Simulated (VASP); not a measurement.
# Na: on-the-fly training of a machine-learned force field

Na, Im-3m (no. 229), 16 atoms in the cell. PBE, machine-learned force field (on-the-fly training); PAW potentials Na (PBE set).

Atoms in the training cell: 16; Target temperature (K): 240; Ensemble of the training: NVT, Langevin, temperature ramp.

## Input

INCAR:
```
  ALGO = Normal
  EDIFF = 1E-6
  ENCUT = 200
  GGA = PE
  IBRION = 0
  ISIF = 2
  ISMEAR = 1
  ISYM = 0
  KPAR = 4
  LANGEVIN_GAMMA = 10
  LASPH = T
  LCHARG = F
  LREAL = Auto
  LWAVE = F
  MDALGO = 3
  ML_LMLFF = T
  ML_MB = 1200
  ML_MCONF = 600
  ML_MODE = train
  NELM = 80
  NELMIN = 4
  NSW = 3000
  NWRITE = 0
  POTIM = 2
  PREC = Normal
  RANDOM_SEED = 693341 0 0
  SIGMA = 0.25
  TEBEG = 120
  TEEND = 310
```

KPOINTS:
```
k-points
0
Gamma
  3 3 3
```

POSCAR:
```
Na
1.0
    8.564000000000      0.000000000000      0.000000000000
    0.000000000000      8.564000000000      0.000000000000
    0.000000000000      0.000000000000      8.564000000000
Na
16
Direct
   -0.005618389247     -0.009278554383     -0.001740039389
    0.502945669580      0.007959223721      0.000768610925
   -0.003871886879      0.494501772382      0.005245766726
    0.011453407587      0.001911037664      0.491359210668
    0.243286325044      0.261209848825      0.251421408971
    0.487864538703      0.499413618453     -0.008149644840
    0.495591162349     -0.003419003900      0.495002475210
    0.753877009367      0.249558015143      0.245870402209
    0.002869952078      0.505814025972      0.488488860079
    0.248201330268      0.743128813479      0.248786862040
    0.240966239514      0.250144958389      0.749734569773
    0.497867787826      0.492658151529      0.497224262047
    0.742354071217      0.740505310045      0.251574865010
    0.742227814541      0.258199178663      0.755020464660
    0.236003152552      0.751906554433      0.742281294062
    0.750231601262      0.750305688878      0.736068917878
```

Commands:
```
cat potpaw_PBE.64/Na/POTCAR > POTCAR
# POSCAR: the crystal's sites, moved at random by about 0.06 A along each axis
mpirun -np 4 vasp_std > vasp.out
cp ML_ABN ../ML_AB.train
```

## Result

- MD steps with a DFT calculation: 68
- MD steps: 3000
- Force error on the training data while learning (meV/Å): 2.8
- Energy error on the training data while learning (meV/atom): 0.113
- Last threshold of the force error (eV/Å): 0.0018

Errors on the training data as learning went on:

| MD step | Energy (meV/atom) | Forces (meV/Å) | Stress (kbar) |
|---|---|---|---|
| 1 | 0.046 | 0.6 | 8.97 |
| 45 | 0.031 | 1.8 | 0.02 |
| 100 | 0.026 | 1.3 | 0.01 |
| 355 | 0.048 | 1.8 | 0.02 |
| 719 | 0.055 | 1.7 | 0.02 |
| 856 | 0.056 | 1.8 | 0.03 |
| 1240 | 0.051 | 1.9 | 0.03 |
| 1476 | 0.050 | 2.0 | 0.03 |
| 1554 | 0.078 | 2.3 | 0.04 |
| 1979 | 0.091 | 2.3 | 0.04 |
| 2048 | 0.103 | 2.5 | 0.05 |
| 2383 | 0.113 | 2.7 | 0.05 |
| 2597 | 0.114 | 2.7 | 0.05 |
| 2895 | 0.116 | 2.8 | 0.05 |
| 2990 | 0.117 | 2.8 | 0.05 |
| 3000 | 0.113 | 2.8 | 0.05 |

DFT calculations in each fifth of the run: 14, 11, 12, 16, 15.

ML_LOGFILE:
```
ML_LOGFILE 0.2.5

* MEMORY INFORMATION ********************

Estimated memory consumption for ML force field generation (MB):

Persistent allocations for force field  :    110.7
|
|-- CMAT for basis  :     13.1
|-- SINV for basis  :      6.6
|-- FMAT for basis  :     84.5
|-- DESC for basis  :      0.8
|-- DESC product matrix  :      3.3

Persistent allocations for ab initio data     :      1.0
|
|-- Ab initio data  :      0.9
|-- Ab initio data (new)  :      0.0

Temporary allocations for sparsification  :     87.9
|
|-- SVD matrices  :     87.8

Other temporary allocations  :     20.5
|
|-- Descriptors  :      6.6
|-- Regression  :     10.3
|-- Prediction  :      3.7

Total memory consumption  :    223.3

********************

* MACHINE LEARNING SETTINGS ********************

General settings
------------------------------------------------------------
Machine learning operation mode in strings (supertag)  :         train (I) ML_MODE
Machine learning operation mode  :             0     ML_ISTART
Machine learning force field type  :        kernel     ML_TYPE
Controls the verbosity of the output at each MD step when machine learning is used  :             1     ML_OUTPUT_MODE
[... 398 lines left out ...]

Program part                                         system clock (sec)       cpu time (sec)
---------------------------------------------------|--------------------|-------------------
Setup (file I/O, parameters,...)                   |              0.112 |              0.113
Descriptor and design matrix                       |              0.894 |              0.837
Sparsification of configurations                   |              0.209 |              0.202
Regression                                         |              0.200 |              0.183
Prediction                                         |              6.048 |              5.650
---------------------------------------------------|--------------------|-------------------
TOTAL                                              |              7.464 |              6.986

********************
```

Limits: These errors are on the data that the field was fitted to, not on fresh structures.

VASP 6.6.1 took 212 s on 4 cores (Intel Xeon 6975P-C (Granite Rapids)), a shared host.
